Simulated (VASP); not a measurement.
# BN (F-43m): a series in biaxial strain in the (111) plane, part 2 of 2

Wanted: the response of BN to biaxial strain in the (111) plane, as a table, with a fit that predicts a row left out.

VASP 6.6.1, plane waves and PAW; the level of theory is named at each step.

So far: The structure; Relax the crystal, LDA; Strain along the normal, LDA; Band edges, TB-mBJ; Band edges, r2SCAN.

## Step 5: Band edges, r2SCAN (continued)

Level of this step: r2SCAN; plane waves and PAW (B, N); cell typed or built by script (VASP).

From OUTCAR (step 5):

```text
  Total        1.5429292      1.5429292      1.5429292     -0.4313351     -0.4313351     -0.4313351
  in kB      221.0741716    221.0741716    221.0741716    -61.8026069    -61.8026069    -61.8026069
  external PRESSURE =     221.0741716 kB  Pullay stress =       0.0000000 kB

 POSITION                                       TOTAL-FORCE (eV/Angst)
 -----------------------------------------------------------------------------------
      0.00079      0.00079      0.00079        -0.009860     -0.009860     -0.009860
      0.89714      0.89714      0.89714         0.009860      0.009860      0.009860
 -----------------------------------------------------------------------------------
    total drift:                                0.000010      0.000010      0.000010

  FREE ENERGIE OF THE ION-ELECTRON SYSTEM (eV)
  ---------------------------------------------------
  free  energy   TOTEN  =       -37.2143971575 eV

  energy  without entropy=      -37.2143971575  energy(sigma->0) =      -37.21439716

[... 2 parts as in an earlier step ...]

[... 1 further part left out ...]
[key lines of the parts left out:]
E-fermi :   8.3039
```

Numbers from this step:

```
energy(sigma→0) of the program : -37.2144 eV
stress, compression positive   : 9.75 along [111], 28.29 across it (mean), GPa
```

The run ends at a pressure of 22.11 GPa, with forces up to 0.017 eV/Å.

## Step 6: The table

Runs beyond LDA use the data sets made with LDA; this shifts their levels slightly, and their total energies have another zero (at TB-mBJ, which has no energy functional, they mean nothing).

The other members went through these steps as far as the tables show, with the same cutoff and, step by step, the same mesh; 44 runs are not shown. The session took 0.31 core hours (wall time by ranks) on a shared machine.

```csv
in-plane strain (%),strain along the normal (%),"in-plane stress, tension positive (GPa)",energy above the unstrained row (meV/atom),"gap on the mesh, LDA (eV)"
-2.000,0.340,-24.319,17.369,4.339
-1.500,0.254,-17.837,9.769,4.354
-1.000,0.170,-11.635,4.400,4.364
-0.500,0.086,-5.701,1.168,4.372
0,0.003,-0.026,0.000,4.375
0.500,-0.080,5.394,0.834,4.343
1.000,-0.161,10.565,3.580,4.310
1.500,-0.243,15.499,8.175,4.279
2.000,-0.324,20.201,14.539,4.250
```

Slopes at zero strain, from cubics through all rows: strain ratio -0.165, stress over strain 1109 GPa.

Band edges at TB-mBJ, counted from the valence-band top at Γ, with one row partly withheld:

```csv
in-plane strain (%),gap (eV),conduction band at Γ (eV),Δ or X valley along z (eV),Δ or X valley along x (eV),"lowest conduction level at L, [111] (eV)","lowest conduction level at L, [-111] (eV)",second valence level below the top (eV),third valence level below the top (eV)
-2.000,5.762,9.985,5.762,5.762,12.227,11.517,0.000,0.182
-1.500,5.780,10.110,5.780,5.780,12.007,11.503,0.000,0.128
-1.000,5.793,10.224,5.793,5.793,11.788,11.470,0.000,0.082
-0.500,5.804,10.323,5.804,5.804,11.574,11.422,0.000,0.036
0,5.810,10.403,5.810,5.810,11.360,11.359,0.000,0.000
0.500,5.781,10.290,5.781,5.781,?,11.256,0.030,0.030
1.000,5.751,10.178,5.751,5.751,10.880,11.147,0.058,0.058
1.500,5.724,10.072,5.724,5.724,10.651,11.038,0.080,0.080
2.000,5.697,9.970,5.697,5.697,10.428,10.930,0.097,0.097
```

Band edges at r2SCAN, counted from the valence-band top at Γ:

```csv
in-plane strain (%),gap (eV),conduction band at Γ (eV),Δ or X valley along z (eV),Δ or X valley along x (eV),"lowest conduction level at L, [111] (eV)","lowest conduction level at L, [-111] (eV)",second valence level below the top (eV),third valence level below the top (eV)
-2.000,4.967,9.227,4.968,4.968,11.958,11.184,0.000,0.192
-1.500,4.983,9.352,4.983,4.983,11.835,11.219,0.000,0.136
-1.000,4.994,9.465,4.994,4.994,11.600,11.229,0.000,0.087
-0.500,5.002,9.564,5.003,5.003,11.370,11.202,0.000,0.038
0,5.005,9.645,5.006,5.006,11.140,11.139,0.000,0.000
0.500,4.972,9.528,4.972,4.972,10.880,11.021,0.032,0.032
1.000,4.938,9.414,4.938,4.938,10.626,10.893,0.063,0.063
1.500,4.906,9.305,4.906,4.906,10.380,10.765,0.088,0.088
2.000,4.875,9.200,4.875,4.875,10.141,10.637,0.108,0.108
```

## Step 7: Working out the slope

The quantity to fit is the splitting of the lowest conduction levels at the L points ([111] less [-111]) at TB-mBJ: 0.710, 0.504, 0.318, 0.152, 0.001, -0.266, -0.387, -0.501 eV in the rows shown.

Fitting a parabola to the 8 known rows (d: strain along the axis less the strain across it, in %) gives E = 0.01923 d² + 0.2567 d − 0.001917 in eV; the residuals are 0.0052 eV r.m.s.

For the withheld row, d = -0.5797, the fit gives -0.1442 eV.

## Step 8: Checking the prediction

The calculation gives -0.1379 eV, so the prediction is 0.0063 eV too low, within twice the residual of the fit.

The splitting is Ξu times 8/9 of d, with d as a fraction, so the linear term gives Ξu = 28.9 eV.

## Step 9: What came out

| Quantity | Value |
| --- | --- |
| ratio of normal to in-plane strain | -0.165 |
| biaxial modulus | 1109 GPa |
| gap of the unstrained cell, TB-mBJ | 5.81 eV |
| gap of the unstrained cell, r2SCAN | 5.01 eV |
| shear deformation potential Ξu of the lowest conduction levels at L | 28.9 eV |
| error of the predicted row | -6.3 meV |

In words: As a check, the curvature of the energy gives 1111 GPa for the same modulus (energy per volume = M × strain²), 0 % from the slope of the stress. The energy also has a linear term worth 0.43 GPa that the stress column lacks, a mark of the finite basis. At TB-mBJ the lowest conduction valley is Δ or X throughout, and the gap runs between 5.70 and 5.81 eV. At r2SCAN the lowest conduction valley is Δ or X throughout, and the gap runs between 4.87 and 5.01 eV. Hole masses are left out throughout, since the top bands are degenerate or cross in many series; of conduction masses, those of the Γ, L and (for Si and Ge under (001) strain) Δ valleys are kept where they change by under an eighth between rows. TB-mBJ is a potential fitted for gaps; it has no energy functional, so its total energies and forces mean nothing, and its bands tend to come out too narrow. r2SCAN opens gaps somewhat over GGA but leaves them below measured values as a rule. Spin-orbit coupling is left out at TB-mBJ and r2SCAN, so the valence splittings there lack it. Δ or X levels are the lowest on their line, refined by a parabola unless they lie at X; the gap is read from all points sampled and can differ from the lowest valley by some meV, or by tens of meV where strain moves the valence top off Γ. Temperature, zero-point motion and excitons are left out.

[Lines on the potential files, build, host, timing and source positions are cut from VASP's logs without a mark.]

[Logs are printed without paths, hosts, clocks, repeated set-up lines and the standing remarks that a program may print on its own settings, such as how far it seeks lower states.]

[Hosts, paths, dates, database ids (printed as entryN), source tags and the programs' standing remarks are cut or masked in the printed files.]

[In band tables of VASP the shares of atoms and orbitals are scaled to a sum of 1 inside the atoms' spheres.]
